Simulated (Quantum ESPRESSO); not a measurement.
# Pb (P6_3/mmc) in Quantum ESPRESSO: further runs

One crystal, Pb, is run at these levels: PBEsol; tasks: single point, equation of state.

All numbers are computed with Quantum ESPRESSO 7.5; they aren't measurements. Logs are shortened: lines on timing, memory, paths and dates and some standing lists are left out, and cuts for length are marked.

### Step 1. Starting point

It takes space group P6_3/mmc (No. 194, hexagonal). The conventional cell has a = 3.480 Å, b = 3.480 Å, c = 5.590 Å, α = 90.00°, β = 90.00°, γ = 120.00°. Pb (site symmetry -6m2) has 12 Pb at 3.44 to 3.48 Å as nearest neighbours.

This isn't the form of Pb at room conditions, which is fcc.

### Step 2. Single point, PBEsol, 27.55 Å³/atom

Input file pw.in:

```
&CONTROL
  calculation = 'scf'
  prefix = 'pwscf'
  outdir = './tmp'
  pseudo_dir = './pseudo'
  tstress = .true.
  disk_io = 'nowf'
/
&SYSTEM
  ibrav = 0
  nat = 2
  ntyp = 1
  ecutwfc = 45
  ecutrho = 360
  nbnd = 21
  occupations = 'smearing'
  smearing = 'fd'
  degauss = 0.00367493
/
&ELECTRONS
  conv_thr = 4d-10
  electron_maxstep = 120
  mixing_beta = 0.5
/
ATOMIC_SPECIES
Pb   207.2000 pb_pbesol_v1.uspp.F.UPF
CELL_PARAMETERS angstrom
   3.4089596583    0.0000000000    0.0000000000
  -1.7044798292    2.9522456646    0.0000000000
   0.0000000000    0.0000000000    5.4758863477
ATOMIC_POSITIONS crystal
Pb     0.6666666667    0.3333333333    0.7500000000
Pb     0.3333333333    0.6666666667    0.2500000000
K_POINTS automatic
9 9 5 0 0 0
```

Potentials or basis: GBRV 1.5 PBEsol.

Run with:

```console
> OMP_NUM_THREADS=1 mpirun -n 2 pw.x -nk 2 -in pw.in > pw.out
```

pw.out:

```text
This program is part of the open-source Quantum ESPRESSO suite
     for quantum simulation of materials; please cite
[... 13 lines left out ...]
     --------------------
     sticks:   dense  smooth     PW     G-vecs:    dense   smooth      PW
     Sum        1039     511    163                42933    15207    2551

     Using Slab Decomposition

     bravais-lattice index     =            0
     lattice parameter (alat)  =       6.4420  a.u.
     unit-cell volume          =     371.8993 (a.u.)^3
     number of atoms/cell      =            2
     number of atomic types    =            1
     number of electrons       =        28.00
     number of Kohn-Sham states=           21
     kinetic-energy cutoff     =      45.0000  Ry
     charge density cutoff     =     360.0000  Ry
     scf convergence threshold =      4.0E-10
     mixing beta               =       0.5000
     number of iterations used =            8  plain     mixing
     Exchange-correlation= SLA  PW   PSX  PSC
                           (   1   4  10   8   0   0   0)

     celldm(1)=   6.442000  celldm(2)=   0.000000  celldm(3)=   0.000000
     celldm(4)=   0.000000  celldm(5)=   0.000000  celldm(6)=   0.000000

     crystal axes: (cart. coord. in units of alat)
               a(1) = (   1.000000   0.000000   0.000000 )
               a(2) = (  -0.500000   0.866025   0.000000 )
               a(3) = (   0.000000   0.000000   1.606322 )

     reciprocal axes: (cart. coord. in units 2 pi/alat)
               b(1) = (  1.000000  0.577350 -0.000000 )
               b(2) = (  0.000000  1.154701  0.000000 )
               b(3) = (  0.000000 -0.000000  0.622540 )

     PseudoPot. # 1 for Pb read from file:
     pb_pbesol_v1.uspp.F.UPF
     Pseudo is Ultrasoft + core correction, Zval = 14.0
     Generated by new atomic code, or converted to UPF format
     Using radial grid of  899 points,  6 beta functions with:
                l(1) =   0
                l(2) =   0
                l(3) =   1
                l(4) =   1
                l(5) =   2
                l(6) =   2
     Q(r) pseudized with  6 coefficients,  rinner =    1.000   1.000   1.000
                                                       1.000   1.000

     atomic species   valence    mass     pseudopotential
     Pb               14.00   207.20000     Pb( 1.00)

     24 Sym. Ops., with inversion, found (12 have fractional translation)

   Cartesian axes

     site n.     atom                  positions (alat units)
         1        Pb     tau(   1) = (   0.5000000   0.2886751   1.2047414  )
         2        Pb     tau(   2) = (  -0.0000000   0.5773503   0.4015805  )

     number of k points=    36  Fermi-Dirac smearing, width (Ry)=  0.0037
                       cart. coord. in units 2pi/alat
        k(    1) = (   0.0000000   0.0000000   0.0000000), wk =   0.0049383
        k(    2) = (   0.0000000   0.0000000   0.1245081), wk =   0.0098765
        k(    3) = (   0.0000000   0.0000000   0.2490161), wk =   0.0098765
        k(    4) = (   0.0000000   0.1283001   0.0000000), wk =   0.0296296
        k(    5) = (   0.0000000   0.1283001   0.1245081), wk =   0.0592593
        k(    6) = (   0.0000000   0.1283001   0.2490161), wk =   0.0592593
[... 28 lines left out ...]
        k(   35) = (   0.3333333   0.5773503   0.1245081), wk =   0.0197531
        k(   36) = (   0.3333333   0.5773503   0.2490161), wk =   0.0197531

     Dense  grid:    42933 G-vectors     FFT dimensions: (  40,  40,  64)

     Smooth grid:    15207 G-vectors     FFT dimensions: (  27,  27,  48)

     Check: negative core charge=   -0.000002

     Initial potential from superposition of free atoms

     starting charge      27.9958, renormalised to      28.0000

     negative rho (up, down):  3.165E-02 0.000E+00
     Starting wfcs are   18 randomized atomic wfcs +    3 random wfcs

     Self-consistent Calculation

     iteration #  1     ecut=    45.00 Ry     beta= 0.50
     Davidson diagonalization with overlap
     ethr =  1.00E-02,  avg # of iterations =  4.3

     Threshold (ethr) on eigenvalues was too large:
     Diagonalizing with lowered threshold

     Davidson diagonalization with overlap
     c_bands:  2 eigenvalues not converged
     c_bands:  2 eigenvalues not converged
     ethr =  2.21E-05,  avg # of iterations =  8.2

     negative rho (up, down):  3.202E-02 0.000E+00

     total energy              =    -327.76985776 Ry
     estimated scf accuracy    <       0.00632142 Ry

     iteration #  2     ecut=    45.00 Ry     beta= 0.50
     Davidson diagonalization with overlap
     ethr =  2.26E-05,  avg # of iterations =  2.3

     negative rho (up, down):  3.248E-02 0.000E+00

     total energy              =    -327.77066127 Ry
     estimated scf accuracy    <       0.00036088 Ry

     iteration #  3     ecut=    45.00 Ry     beta= 0.50
     Davidson diagonalization with overlap
     c_bands:  1 eigenvalues not converged
     ethr =  1.29E-06,  avg # of iterations = 11.6

     negative rho (up, down):  3.301E-02 0.000E+00

     total energy              =    -327.77073121 Ry
     estimated scf accuracy    <       0.00004181 Ry

     iteration #  4     ecut=    45.00 Ry     beta= 0.50
     Davidson diagonalization with overlap
     c_bands:  2 eigenvalues not converged
     ethr =  1.49E-07,  avg # of iterations =  6.3

     negative rho (up, down):  3.312E-02 0.000E+00

     total energy              =    -327.77074018 Ry
     estimated scf accuracy    <       0.00000047 Ry

     iteration #  5     ecut=    45.00 Ry     beta= 0.50
     Davidson diagonalization with overlap
     c_bands:  1 eigenvalues not converged
     ethr =  1.67E-09,  avg # of iterations =  6.2

     negative rho (up, down):  3.315E-02 0.000E+00

     total energy              =    -327.77074063 Ry
     estimated scf accuracy    <       0.00000004 Ry

     iteration #  6     ecut=    45.00 Ry     beta= 0.50
     Davidson diagonalization with overlap
     ethr =  1.60E-10,  avg # of iterations =  3.3

     negative rho (up, down):  3.315E-02 0.000E+00

     total energy              =    -327.77074065 Ry
     estimated scf accuracy    <          1.1E-09 Ry

     iteration #  7     ecut=    45.00 Ry     beta= 0.50
     Davidson diagonalization with overlap
     ethr =  3.91E-12,  avg # of iterations =  4.7
[... 44 lines left out ...]
    -4.2130  -4.1080   1.0878   5.2017   9.0377  13.1139  16.3013  16.4910
    19.1988  20.1868  20.2996  20.4034  20.4179

          k = 0.0000 0.2566 0.1245 (  1895 PWs)   bands (ev):

    -4.5680  -4.4684  -4.4662  -4.4047  -4.3839  -4.3122  -4.2983  -4.2935
    -4.2044  -4.1261   1.3066   4.3511  10.2254  13.4214  15.6752  16.5479
    18.9266  19.6034  20.1825  20.4030  20.4247

          k = 0.0000 0.2566 0.2490 (  1903 PWs)   bands (ev):

    -4.5493  -4.5142  -4.4540  -4.4143  -4.3825  -4.3459  -4.2399  -4.2398
    -4.2058  -4.1749   1.9609   3.0230  12.3743  14.1809  14.5150  16.7178
    17.2620  18.3554  20.1254  20.3966  20.4274

          k = 0.0000 0.3849 0.0000 (  1900 PWs)   bands (ev):

    -4.6354  -4.4973  -4.4783  -4.4452  -4.3376  -4.2694  -4.2189  -4.2102
    -4.1903  -4.0988   2.2297   5.8222  10.2653  10.4921  13.7506  15.2562
    16.8476  19.3579  19.3763  20.4005  20.4129

          k = 0.0000 0.3849 0.1245 (  1907 PWs)   bands (ev):

    -4.6216  -4.5239  -4.4873  -4.4186  -4.3543  -4.2773  -4.2180  -4.2004
    -4.1615  -4.1186   2.4441   5.2100   9.9540  12.0450  12.8759  15.5181
    17.6109  18.6878  19.5571  20.3819  20.4132

          k = 0.0000 0.3849 0.2490 (  1900 PWs)   bands (ev):

    -4.5894  -4.5414  -4.5066  -4.4433  -4.3489  -4.2668  -4.1947  -4.1871
    -4.1565  -4.1470   3.0762   4.0689  10.4739  11.5320  14.4894  16.2721
    17.0494  17.4130  19.5653  20.2692  20.4186

          k = 0.0000 0.5132 0.0000 (  1902 PWs)   bands (ev):

    -4.6727  -4.5447  -4.4972  -4.4669  -4.3003  -4.2973  -4.1494  -4.1438
    -4.1178  -4.0942   3.6512   5.6632   9.5197  11.5428  11.6579  14.6930
    14.8492  18.8106  18.9966  20.3993  20.4130

          k = 0.0000 0.5132 0.1245 (  1902 PWs)   bands (ev):

    -4.6541  -4.5705  -4.5011  -4.4344  -4.3779  -4.2459  -4.1611  -4.1261
    -4.1097  -4.1054   3.8448   5.5895   8.7775  10.6546  13.0785  14.9610
    15.9484  18.1456  19.1634  20.3110  20.4740

          k = 0.0000 0.5132 0.2490 (  1893 PWs)   bands (ev):

    -4.6074  -4.5670  -4.5419  -4.4897  -4.3481  -4.2398  -4.1521  -4.1280
    -4.1203  -4.0947   4.3922   5.1233   8.5606   9.3598  15.4262  15.7292
    16.8811  17.0763  19.4561  19.8242  20.4137

          k = 0.1111 0.1925 0.0000 (  1875 PWs)   bands (ev):

    -4.5159  -4.5079  -4.4119  -4.4020  -4.3980  -4.3739  -4.3263  -4.3254
    -4.1934  -4.1132   0.8560   5.0448   8.7775  14.3969  15.3444  18.4425
    19.5149  19.9413  20.4096  20.4102  21.7095

          k = 0.1111 0.1925 0.1245 (  1883 PWs)   bands (ev):

    -4.5199  -4.4981  -4.4513  -4.4103  -4.3935  -4.3591  -4.3163  -4.2921
    -4.1913  -4.1319   1.0751   4.1577  10.0522  14.6488  15.4698  17.3616
    18.7766  19.5274  20.4050  20.4068  21.5584

          k = 0.1111 0.1925 0.2490 (  1897 PWs)   bands (ev):

    -4.5181  -4.5040  -4.4560  -4.4303  -4.3881  -4.3795  -4.2670  -4.2401
    -4.1943  -4.1800   1.7319   2.8035  12.4971  14.9000  15.4057  16.3212
    17.4969  17.6563  20.4056  20.4059  21.6859

          k = 0.1111 0.3208 0.0000 (  1895 PWs)   bands (ev):
[... 31 lines left out ...]
    -4.5749  -4.5401  -4.5045  -4.4561  -4.3612  -4.2586  -4.2154  -4.1799
    -4.1291  -4.0962   3.8951   4.7828   9.5190  10.4296  13.9936  15.0537
    15.7897  17.7731  20.3858  20.4032  20.9257

          k = 0.1111 0.5774 0.0000 (  1898 PWs)   bands (ev):

    -4.6359  -4.5660  -4.4669  -4.4526  -4.3115  -4.2948  -4.1935  -4.1244
    -4.1161  -4.1016   4.2045   5.4447   9.6959  11.2780  12.1991  13.4366
    14.4705  17.2496  19.8594  20.3835  20.4057

          k = 0.1111 0.5774 0.1245 (  1906 PWs)   bands (ev):

    -4.6183  -4.5713  -4.4669  -4.4477  -4.3852  -4.2421  -4.1775  -4.1354
    -4.1258  -4.0960   4.3789   5.4916   8.9684  10.3753  12.9013  14.2867
    15.5059  16.5350  20.3948  20.4023  20.6637

          k = 0.1111 0.5774 0.2490 (  1892 PWs)   bands (ev):

    -4.5742  -4.5650  -4.5043  -4.4881  -4.3669  -4.2511  -4.1607  -4.1481
    -4.1225  -4.0895   4.8497   5.3611   8.4913   9.1164  13.7828  14.8938
    16.4238  17.5129  20.3783  20.3997  20.8216

          k = 0.2222 0.3849 0.0000 (  1897 PWs)   bands (ev):

    -4.5412  -4.5065  -4.4994  -4.4336  -4.3227  -4.2895  -4.2639  -4.2314
    -4.1246  -4.1116   2.8840   6.0654  10.9794  11.0052  11.3004  14.7204
    15.9286  16.5108  19.1110  20.4072  20.4077

          k = 0.2222 0.3849 0.1245 (  1899 PWs)   bands (ev):

    -4.5416  -4.4987  -4.4673  -4.4644  -4.3502  -4.2938  -4.2630  -4.1932
    -4.1477  -4.1064   3.0934   5.6091  10.2172  11.4025  12.7896  13.6376
    15.1858  17.8230  20.2122  20.4047  20.4104

          k = 0.2222 0.3849 0.2490 (  1899 PWs)   bands (ev):

    -4.5397  -4.5240  -4.4523  -4.4040  -4.3751  -4.2895  -4.2879  -4.2400
    -4.1232  -4.0936   3.7034   4.6298  10.4719  11.1997  13.0336  13.6882
    15.5748  17.9424  20.4016  20.4062  22.3038

          k = 0.2222 0.5132 0.0000 (  1889 PWs)   bands (ev):

    -4.5840  -4.5249  -4.4235  -4.4210  -4.3287  -4.2987  -4.2605  -4.1846
    -4.1151  -4.1142   4.2211   5.8209   9.8609  11.3495  12.3922  12.7997
    14.8569  15.0045  18.3209  20.4075  20.4079

          k = 0.2222 0.5132 0.1245 (  1894 PWs)   bands (ev):

    -4.5583  -4.5176  -4.4683  -4.4099  -4.3678  -4.2728  -4.2317  -4.1734
    -4.1582  -4.1011   4.4022   5.7825   9.5543  10.6948  11.8296  13.8217
    14.4112  16.3508  19.4070  20.4061  20.4077

          k = 0.2222 0.5132 0.2490 (  1903 PWs)   bands (ev):

    -4.5397  -4.5252  -4.4349  -4.4198  -4.3859  -4.2754  -4.2433  -4.2241
    -4.1237  -4.0931   4.8940   5.4788   9.2920   9.8846  11.8273  12.7753
    16.6394  18.0016  20.3985  20.4049  21.2570

          k = 0.3333 0.5774 0.0000 (  1899 PWs)   bands (ev):

    -4.6012  -4.4179  -4.4179  -4.3759  -4.3759  -4.3461  -4.2608  -4.1587
    -4.1587  -4.1211   5.2557   5.2557   9.4418  12.1703  12.1703  13.4182
    13.7363  13.7363  17.5814  20.4078  20.4078

          k = 0.3333 0.5774 0.1245 (  1908 PWs)   bands (ev):

    -4.5587  -4.4716  -4.4716  -4.3386  -4.3373  -4.3373  -4.2687  -4.1695
    -4.1430  -4.1430   5.3683   5.3683   9.6882  10.9625  10.9625  12.7041
    15.3999  15.3999  18.5991  20.4070  20.4070

          k = 0.3333 0.5774 0.2490 (  1896 PWs)   bands (ev):

    -4.5184  -4.5184  -4.4451  -4.3263  -4.3143  -4.3143  -4.2885  -4.2856
    -4.1178  -4.1178   5.5799   5.5799   9.9159   9.9159  10.3953  11.4690
    17.6439  17.6439  20.4032  20.4032  20.7578

     the Fermi energy is    12.5851 ev

!    total energy              =    -327.77074065 Ry
     estimated scf accuracy    <          2.5E-11 Ry
     smearing contrib. (-TS)   =      -0.00062606 Ry
     internal energy E=F+TS    =    -327.77011459 Ry

     The total energy is F=E-TS. E is the sum of the following terms:
     one-electron contribution =     -52.30517550 Ry
     hartree contribution      =      49.10126364 Ry
     xc contribution           =    -126.22000225 Ry
     ewald contribution        =    -198.34620048 Ry

     convergence has been achieved in   7 iterations

     Computing stress (Cartesian axis) and pressure

     negative rho (up, down):  3.315E-02 0.000E+00
          total   stress  (Ry/bohr**3)                   (kbar)     P=       44.68
   0.00019239   0.00000000  -0.00000000           28.30        0.00       -0.00
   0.00000000   0.00019239  -0.00000000            0.00       28.30       -0.00
   0.00000000   0.00000000   0.00052649            0.00        0.00       77.45

=------------------------------------------------------------------------------=
   JOB DONE.
=------------------------------------------------------------------------------=
```

Run time: 12 s. Hardware: 2 MPI ranks of Intel Xeon Platinum 8488C (Sapphire Rapids), shared host; peak memory 0.28 GiB.

Results:

* Free energy: -4459.5481 eV
* Pressure: 4.5 GPa
* Band gap on the k mesh: none (metal or under the smearing width)

### Step 3. Single point, PBEsol, 28.14 Å³/atom

Edit pw.in of step 2 so:

```diff
@@ -27,5 +27,5 @@
 CELL_PARAMETERS angstrom
-   3.4089596583    0.0000000000    0.0000000000
-  -1.7044798292    2.9522456646    0.0000000000
-   0.0000000000    0.0000000000    5.4758863477
+   3.4329672075    0.0000000000    0.0000000000
+  -1.7164836037    2.9730368121    0.0000000000
+   0.0000000000    0.0000000000    5.5144501982
 ATOMIC_POSITIONS crystal
```

Potentials or basis: GBRV 1.5 PBEsol.

Run with:

```console
> OMP_NUM_THREADS=1 mpirun -n 2 pw.x -nk 2 -in pw.in > pw.out
```

Wall time 17 s (2 MPI ranks of Intel Xeon Platinum 8488C (Sapphire Rapids), shared host); peak memory 0.28 GiB.

The run converged. Its results:

| Item | Value |
| --- | --- |
| Free energy | -4459.5765 eV |
| Pressure | 3.1 GPa |
| Band gap on the k mesh | none (metal or under the smearing width) |

### Step 4. Single point, PBEsol, 28.73 Å³/atom

Edit pw.in of step 3 so:

```diff
@@ -27,5 +27,5 @@
 CELL_PARAMETERS angstrom
-   3.4329672075    0.0000000000    0.0000000000
-  -1.7164836037    2.9730368121    0.0000000000
-   0.0000000000    0.0000000000    5.5144501982
+   3.4566435916    0.0000000000    0.0000000000
+  -1.7283217958    2.9935411621    0.0000000000
+   0.0000000000    0.0000000000    5.5524820910
 ATOMIC_POSITIONS crystal
```

Run with:

```console
> OMP_NUM_THREADS=1 mpirun -n 2 pw.x -nk 2 -in pw.in > pw.out
```

It took 13 s on 2 MPI ranks of Intel Xeon Platinum 8488C (Sapphire Rapids), shared host; peak memory 0.28 GiB.

It converged, with:

```
Free energy            : -4459.5954 eV
Pressure               : 1.9 GPa
Band gap on the k mesh : none (metal or under the smearing width)
```

### Step 5. Single point, PBEsol, 29.31 Å³/atom

Edit pw.in of step 4 so:

```diff
@@ -27,5 +27,5 @@
 CELL_PARAMETERS angstrom
-   3.4566435916    0.0000000000    0.0000000000
-  -1.7283217958    2.9935411621    0.0000000000
-   0.0000000000    0.0000000000    5.5524820910
+   3.4800000000    0.0000000000    0.0000000000
+  -1.7400000000    3.0137684052    0.0000000000
+   0.0000000000    0.0000000000    5.5900000000
 ATOMIC_POSITIONS crystal
```

Run with:

```console
> OMP_NUM_THREADS=1 mpirun -n 2 pw.x -nk 2 -in pw.in > pw.out
```

Wall time 13 s (2 MPI ranks of Intel Xeon Platinum 8488C (Sapphire Rapids), shared host); peak memory 0.3 GiB.

It converged, with:

```
Free energy            : -4459.6061 eV
Pressure               : 0.8 GPa
Band gap on the k mesh : none (metal or under the smearing width)
```

### Step 6. Single point, PBEsol, 29.90 Å³/atom

Edit pw.in of step 5 so:

```diff
@@ -27,5 +27,5 @@
 CELL_PARAMETERS angstrom
-   3.4800000000    0.0000000000    0.0000000000
-  -1.7400000000    3.0137684052    0.0000000000
-   0.0000000000    0.0000000000    5.5900000000
+   3.5030470293    0.0000000000    0.0000000000
+  -1.7515235146    3.0337277180    0.0000000000
+   0.0000000000    0.0000000000    5.6270209464
 ATOMIC_POSITIONS crystal
```

Potentials or basis: GBRV 1.5 PBEsol.

Run with:

```console
> OMP_NUM_THREADS=1 mpirun -n 2 pw.x -nk 2 -in pw.in > pw.out
```

It took 15 s on 2 MPI ranks of Intel Xeon Platinum 8488C (Sapphire Rapids), shared host; peak memory 0.3 GiB.

It converged, with:

| Item | Value |
| --- | --- |
| Free energy | -4459.6094 eV |
| Pressure | -0.1 GPa |
| Band gap on the k mesh | none (metal or under the smearing width) |

### Step 7. Single point, PBEsol, 30.49 Å³/atom

Edit pw.in of step 6 so:

```diff
@@ -27,5 +27,5 @@
 CELL_PARAMETERS angstrom
-   3.5030470293    0.0000000000    0.0000000000
-  -1.7515235146    3.0337277180    0.0000000000
-   0.0000000000    0.0000000000    5.6270209464
+   3.5257947253    0.0000000000    0.0000000000
+  -1.7628973626    3.0534278007    0.0000000000
+   0.0000000000    0.0000000000    5.6635610674
 ATOMIC_POSITIONS crystal
```

Run with:

```console
> OMP_NUM_THREADS=1 mpirun -n 2 pw.x -nk 2 -in pw.in > pw.out
```

Wall time 15 s (2 MPI ranks of Intel Xeon Platinum 8488C (Sapphire Rapids), shared host); peak memory 0.3 GiB.

Results (log left out):

| Item | Value |
| --- | --- |
| Free energy | -4459.6063 eV |
| Pressure | -0.9 GPa |
| Band gap on the k mesh | none (metal or under the smearing width) |

### Step 8. Single point, PBEsol, 31.07 Å³/atom

Edit pw.in of step 7 so:

```diff
@@ -27,5 +27,5 @@
 CELL_PARAMETERS angstrom
-   3.5257947253    0.0000000000    0.0000000000
-  -1.7628973626    3.0534278007    0.0000000000
-   0.0000000000    0.0000000000    5.6635610674
+   3.5482526220    0.0000000000    0.0000000000
+  -1.7741263110    3.0728769098    0.0000000000
+   0.0000000000    0.0000000000    5.6996356773
 ATOMIC_POSITIONS crystal
```

Run with:

```console
> OMP_NUM_THREADS=1 mpirun -n 2 pw.x -nk 2 -in pw.in > pw.out
```

It took 13 s on 2 MPI ranks of Intel Xeon Platinum 8488C (Sapphire Rapids), shared host; peak memory 0.3 GiB.

The run converged. Its results:

```yaml
Free_energy: -4459.5976 eV
Pressure: -1.6 GPa
Band_gap_on_the_k_mesh: none (metal or under the smearing width)
```

### Step 9. Equation of state, PBEsol

Potentials or basis: GBRV 1.5 PBEsol.

This step only gathers the single runs of the series.

What came out:

```
Equilibrium volume                        : 29.90 Å³/atom
Bulk modulus at fixed shape and positions : 45 GPa
Pressure derivative of the bulk modulus   : 5.5
```

Energy against volume, from the lowest point:
```
volume (Å³/atom)  energy (meV/atom)
          27.555              30.66
          28.141              16.47
          28.727               7.00
          29.314               1.67
          29.900               0.00
          30.486               1.55
          31.073               5.92
```

Caveat: the cell was scaled at fixed shape and fractional positions, which overstates the stiffness of a crystal with free parameters, most of all of layers and chains.
